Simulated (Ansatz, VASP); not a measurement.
## Bi2TeSe2 (Skippenite) in VASP and in Ansatz

```
Bi Te Se
1.0
     2.09150    1.20753    9.71233
    -2.09150    1.20753    9.71233
     0.00000   -2.41506    9.71233
Bi Te Se
2 1 2
Direct
  0.60885 0.58687 0.61033
  0.39785 0.39883 0.39686
  0.00654 0.99197 0.00597
  0.79239 0.78605 0.78271
  0.23706 0.21077 0.19143
```

Change from the starting cell: atoms moved at random, drawn with an rms of 0.05 Å.

Alike in both runs: task single point; functional PBEsol; k mesh 7 × 7 × 7; occupations fermi-dirac, width 0.05 eV; no spin polarisation.

|  | VASP | Ansatz |
| --- | --- | --- |
| version | VASP 6.6.1 | Ansatz 0.2.0 |
| potentials or method | VASP PAW PBE potentials, release 64 (Bi_d, Te, Se) | Ansatz PAW |
| plane-wave cutoff (eV) | 520 | 420 |
| valence electrons in the cell | 48 | 78 |

Ansatz gave:

```
gap on the k mesh at the Fermi level (eV)       : 0.47
least direct gap on the mesh (eV)               : 0.47
pressure (GPa)                                  : 2.6
largest component of the traceless stress (GPa) : 0.54
rms of the force components (eV/Å)              : 0.627
```

Q: Estimate VASP's values.

A: gap on the k mesh at the Fermi level (eV): 0.47; least direct gap on the mesh (eV): 0.47; pressure (GPa): 2.6; largest component of the traceless stress (GPa): 0.55; rms of the force components (eV/Å): 0.625.

Atom by atom the forces differ by 0.005 eV/Å (rms over components). The two sets of potentials don't hold the same shells in valence.

Caveats: spin-orbit coupling is left out, which as a rule narrows the gap of such compounds by several tenths of an eV; the PAW data sets were made with another functional, which shifts forces and pressure a little (VASP); an odd mesh through Γ misses points on the zone boundary, where band edges often lie (VASP); odd divisions of the mesh miss points on the zone boundary, where band edges often lie, so the gap on the mesh can be too wide (Ansatz); the PAW data sets come from PBE, with cores solved anew for the run's functional, which leaves a small shift of forces and pressure (Ansatz).
